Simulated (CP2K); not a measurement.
# Ti (Fm-3m) in CP2K: notebook

The runs below take Ti through band structure, single point, equation of state, with r2SCAN, LDA.

Everything below comes from runs of CP2K 2026.2. Logs are shortened: lines on timing, memory, paths and dates and some standing lists are left out, and cuts for length are marked.

### 1 The structure

It takes space group Fm-3m (No. 225, cubic). The conventional cell has a = 4.060 Å, b = 4.060 Å, c = 4.060 Å, α = 90.00°, β = 90.00°, γ = 90.00°. Ti (site symmetry m-3m) is surrounded by 12 Ti at 2.87 Å.

This isn't the form of Ti at room conditions, which is hcp.

### 2 Band structure, r2SCAN

ti_bands.inp reads:

```
&GLOBAL
  PROJECT ti_bands
  RUN_TYPE ENERGY_FORCE
  PRINT_LEVEL LOW
&END GLOBAL
&FORCE_EVAL
  METHOD QS
  STRESS_TENSOR ANALYTICAL
  &DFT
    BASIS_SET_FILE_NAME BASIS_MOLOPT_UZH
    POTENTIAL_FILE_NAME POTENTIAL_UZH
    &MGRID
      CUTOFF 675
      REL_CUTOFF 60
      NGRIDS 5
    &END MGRID
    &QS
      METHOD GPW
      EPS_DEFAULT 1.0E-9
    &END QS
    &KPOINTS
      SCHEME MONKHORST-PACK 11 11 11
      GAMMA_CENTERED T
      SYMMETRY T
      SYMMETRY_BACKEND SPGLIB
    &END KPOINTS
    &SCF
      SCF_GUESS ATOMIC
      EPS_SCF 1.0E-6
      MAX_SCF 100
      ADDED_MOS 11
      CHOLESKY OFF
      EPS_EIGVAL 1.0E-7
      &DIAGONALIZATION ON
        ALGORITHM STANDARD
      &END DIAGONALIZATION
      &MIXING ON
        METHOD BROYDEN_MIXING
        ALPHA 0.4
        BETA 1.5
        NBUFFER 8
      &END MIXING
      &SMEAR ON
        METHOD FERMI_DIRAC
        ELECTRONIC_TEMPERATURE [K] 1160.452
      &END SMEAR
    &END SCF
    &XC
      &XC_FUNCTIONAL
        &MGGA_X_R2SCAN
        &END MGGA_X_R2SCAN
        &MGGA_C_R2SCAN
        &END MGGA_C_R2SCAN
      &END XC_FUNCTIONAL
    &END XC
    &PRINT
      &KPOINTS ON
      &END KPOINTS
      &MULLIKEN ON
      &END MULLIKEN
      &MO ON
        ENERGIES T
        OCCUPATION_NUMBERS T
        &EACH
          QS_SCF 0
        &END EACH
        ADD_LAST NUMERIC
      &END MO
      &BAND_STRUCTURE
        FILE_NAME bands.bs
        ADDED_MOS 4
        &KPOINT_SET
          UNITS B_VECTOR
          NPOINTS 8
          SPECIAL_POINT GAMMA 0.00000000 0.00000000 0.00000000
          SPECIAL_POINT X 0.50000000 0.00000000 0.50000000
          SPECIAL_POINT W 0.50000000 0.25000000 0.75000000
          SPECIAL_POINT K 0.37500000 0.37500000 0.75000000
          SPECIAL_POINT GAMMA 0.00000000 0.00000000 0.00000000
          SPECIAL_POINT L 0.50000000 0.50000000 0.50000000
          SPECIAL_POINT U 0.62500000 0.25000000 0.62500000
          SPECIAL_POINT W 0.50000000 0.25000000 0.75000000
          SPECIAL_POINT L 0.50000000 0.50000000 0.50000000
          SPECIAL_POINT K 0.37500000 0.37500000 0.75000000
        &END KPOINT_SET
        &KPOINT_SET
          UNITS B_VECTOR
          NPOINTS 8
          SPECIAL_POINT U 0.62500000 0.25000000 0.62500000
          SPECIAL_POINT X 0.50000000 0.00000000 0.50000000
        &END KPOINT_SET
      &END BAND_STRUCTURE
    &END PRINT
  &END DFT
  &SUBSYS
    &CELL
      A 2.8708535316 0.0000000000 0.0000000000
      B 1.4354267658 2.4862320889 0.0000000000
      C 1.4354267658 0.8287440296 2.3440420929
      PERIODIC XYZ
    &END CELL
    &COORD
      SCALED
      Ti  0.0000000000 0.0000000000 0.0000000000
    &END COORD
    &KIND Ti
      BASIS_SET TZVP-MOLOPT-SCAN-GTH-q12
      POTENTIAL GTH-SCAN-q12
    &END KIND
    &PRINT
      &ATOMIC_COORDINATES ON
      &END ATOMIC_COORDINATES
      &CELL ON
      &END CELL
    &END PRINT
  &END SUBSYS
  &PRINT
    &FORCES ON
    &END FORCES
    &STRESS_TENSOR ON
    &END STRESS_TENSOR
  &END PRINT
&END FORCE_EVAL
```

Potentials or basis: POTENTIAL_UZH Ti GTH-SCAN-q12; TZVP-MOLOPT-SCAN-GTH basis.

Command:

```sh
OMP_NUM_THREADS=1 cp2k.psmp -i ti_bands.inp -o ti_bands.out
```

ti_bands.out:

```text

 CP2K| version string:                                       CP2K version 2026.2
 CP2K| Input file name                                              ti_bands.inp

 GLOBAL| Force Environment number                                              1
 GLOBAL| Basis set file name                                    BASIS_MOLOPT_UZH
 GLOBAL| Potential file name                                       POTENTIAL_UZH
 GLOBAL| MM Potential file name                                     MM_POTENTIAL
 GLOBAL| Coordinate file name                                      __STD_INPUT__
 GLOBAL| Method name                                                        CP2K
 GLOBAL| Project name                                                   ti_bands
 GLOBAL| Run type                                                   ENERGY_FORCE
 GLOBAL| FFT library                                                       FFTW3
 GLOBAL| Diagonalization library                                       ScaLAPACK
 GLOBAL| Cholesky decomposition library                                ScaLAPACK
 GLOBAL| DGEMM library                                                      BLAS
 GLOBAL| Direct generalized diagonalization requested                          F
 GLOBAL| Matrix multiplication library                                 ScaLAPACK
 GLOBAL| Global print level                                                  LOW
 GLOBAL| Total number of message passing processes                             1
 GLOBAL| Number of threads for this process                                    1
 GLOBAL| CPU model name                                                  UNKNOWN

 CELL| Volume [angstrom^3]:                                            16.730854
 CELL| Vector a [angstrom]:       2.871     0.000     0.000   |a| =     2.870854
 CELL| Vector b [angstrom]:       1.435     2.486     0.000   |b| =     2.870854
 CELL| Vector c [angstrom]:       1.435     0.829     2.344   |c| =     2.870854
 CELL| Angle (b,c), alpha [degree]:                                    60.000000
 CELL| Angle (a,c), beta  [degree]:                                    60.000000
 CELL| Angle (a,b), gamma [degree]:                                    60.000000
 CELL| Numerically orthorhombic:                                              NO
 CELL| Periodicity                                                           XYZ

 CELL_REF| Volume [angstrom^3]:                                        16.730854
 CELL_REF| Vector a [angstrom     2.871     0.000     0.000   |a| =     2.870854
 CELL_REF| Vector b [angstrom     1.435     2.486     0.000   |b| =     2.870854
 CELL_REF| Vector c [angstrom     1.435     0.829     2.344   |c| =     2.870854
 CELL_REF| Angle (b,c), alpha [degree]:                                60.000000
 CELL_REF| Angle (a,c), beta  [degree]:                                60.000000
 CELL_REF| Angle (a,b), gamma [degree]:                                60.000000
 CELL_REF| Numerically orthorhombic:                                          NO
 CELL_REF| Periodicity                                                       XYZ

[... 8 lines left out ...]
 TOTAL NUMBERS AND MAXIMUM NUMBERS

  Total number of            - Atomic kinds:                                   1
                             - Atoms:                                          1
[... 130 lines left out ...]
  Self energy of the core charge distribution:               -106.05907606206181
  Core Hamiltonian energy:                                     26.92322686575937
  Hartree energy:                                              28.51994998115043
  Exchange-correlation energy:                                 -7.31267059002713
  Electronic entropic energy:                                  -0.00176131945034
  Fermi energy:                                                 0.41546768133556

  Total energy:                                               -57.93033112463200
  Total energy (extrapolated to T->0):                        -57.92945046490684

 MO| EIGENVALUES AND OCCUPATION NUMBERS FOR K POINT 1
 MO|
 MO|  Index      Eigenvalue [a.u.]        Eigenvalue [eV]             Occupation
 MO|      1              -1.745400             -47.494740               2.000000
 MO|      2              -0.853319             -23.220001               2.000000
 MO|      3              -0.828279             -22.538622               2.000000
 MO|      4              -0.828279             -22.538622               2.000000
 MO|      5               0.310010               8.435793               2.000000
 MO|      6               0.435333              11.846022               0.008942
[... 298 lines left out ...]
 MO|      6               0.382116              10.397910               1.999771
[... 9 lines left out ...]
 MO|     16               1.476793              40.185572               0.000000
 MO|     17               1.631460              44.394296               0.000000
 MO| Sum:                                                              12.032465
 MO| E(Fermi):            0.415468 a.u.         11.305451 eV

 [... the levels of further k-points ...]

 !-----------------------------------------------------------------------------!
                     Mulliken Population Analysis

 #  Atom  Element  Kind  Atomic population                           Net charge
       1     Ti       1         12.000000                             -0.000000
 # Total charge                             12.000000                 -0.000000

 !-----------------------------------------------------------------------------!

 KPOINTS| Band Structure Calculation
 KPOINTS| Number of k-point sets                                               2
 KPOINTS| Number of added MOs/bands                                            4
 KPOINTS| Number of k-points in set    1                                      73
 KPOINTS| In units of b-vector [2pi/Bohr]
 KPOINTS| Special point     1       GAMMA     0.000000     0.000000     0.000000
 KPOINTS| Special point     2           X     0.500000     0.000000     0.500000
 KPOINTS| Special point     3           W     0.500000     0.250000     0.750000
 KPOINTS| Special point     4           K     0.375000     0.375000     0.750000
 KPOINTS| Special point     5       GAMMA     0.000000     0.000000     0.000000
 KPOINTS| Special point     6           L     0.500000     0.500000     0.500000
 KPOINTS| Special point     7           U     0.625000     0.250000     0.625000
 KPOINTS| Special point     8           W     0.500000     0.250000     0.750000
 KPOINTS| Special point     9           L     0.500000     0.500000     0.500000
 KPOINTS| Special point    10           K     0.375000     0.375000     0.750000
 KPOINTS| Number of k-points in set    2                                       9
 KPOINTS| In units of b-vector [2pi/Bohr]
 KPOINTS| Special point     1           U     0.625000     0.250000     0.625000
 KPOINTS| Special point     2           X     0.500000     0.000000     0.500000

 ENERGY| Total FORCE_EVAL ( QS ) energy [hartree]            -57.930331447960675

 FORCES| Atomic forces [hartree/bohr]
 FORCES|   Atom     x               y               z               |f|
 FORCES|      1 -7.61736198E-15 -8.12603825E-15  4.37512316E-15   1.19665535E-14
 FORCES| Sum    -7.61736198E-15 -8.12603825E-15  4.37512316E-15
 FORCES| Total atomic force                                       1.19665535E-14

 STRESS| Analytical stress tensor [bar]
 STRESS|                        x                   y                   z
 STRESS|      x        4.79317430178E+04   2.01077469979E+00   1.42173605738E+00
 STRESS|      y        2.01077469979E+00   4.79294104528E+04   8.24822177993E-01
 STRESS|      z        1.42173605738E+00   8.24822177993E-01   4.79288274985E+04
 STRESS| 1/3 Trace                                             4.79299936564E+04
 STRESS| Determinant                                           1.10108821100E+14

 STRESS| Eigenvectors and eigenvalues of the analytical stress tensor [bar]
 STRESS|                        1                   2                   3
 STRESS| Eigenvalues   4.79282441646E+04   4.79282550716E+04   4.79334817328E+04
 STRESS|      x           0.008163900355     -0.576711260633      0.816907260703
 STRESS|      y          -0.586736939429      0.658761006633      0.470928550896
 STRESS|      z           0.809736447642      0.483154279706      0.332999740782
```

It took 2.9 min on 1 thread of Arm Neoverse V2, shared host; peak memory 0.31 GiB.

Results:

* Free energy: -1576.3645 eV
* Pressure: 4.8 GPa
* Band gap on the k mesh: none (metal or under the smearing width)

Levels at the corners of the path, in eV from the Fermi level:
```tsv
point	band 2	band 3	band 4	band 5	band 6	band 7	band 8	band 9	band 10	band 11
Γ	-33.75	-33.75	-33.75	-6.59	1.00	1.00	1.00	2.92	2.92	17.63
X	-34.49	-34.02	-34.02	-2.82	-1.91	3.12	4.07	4.24	4.24	11.58
W	-34.26	-34.26	-34.03	-1.67	-0.43	-0.43	2.47	4.25	9.23	9.23
K	-34.36	-34.20	-33.96	-1.87	-1.36	0.74	2.98	3.79	7.86	8.73
Γ	-33.75	-33.75	-33.75	-6.59	1.00	1.00	1.00	2.92	2.92	17.63
L	-34.54	-33.85	-33.85	-2.82	0.65	0.93	0.93	4.00	4.00	9.04
U	-34.36	-34.20	-33.96	-1.87	-1.36	0.74	2.98	3.79	7.86	8.73
W	-34.26	-34.26	-34.03	-1.67	-0.43	-0.43	2.47	4.25	9.23	9.23
L	-34.54	-33.85	-33.85	-2.82	0.65	0.93	0.93	4.00	4.00	9.04
K	-34.36	-34.20	-33.96	-1.87	-1.36	0.74	2.98	3.79	7.86	8.73
U	-34.36	-34.20	-33.96	-1.87	-1.36	0.74	2.98	3.79	7.86	8.73
X	-34.49	-34.02	-34.02	-2.82	-1.91	3.12	4.07	4.24	4.24	11.58
```

Caveat: the basis of atomic orbitals isn't converged, which shifts pressures, moduli and gaps.

[end of part 1 of 2]
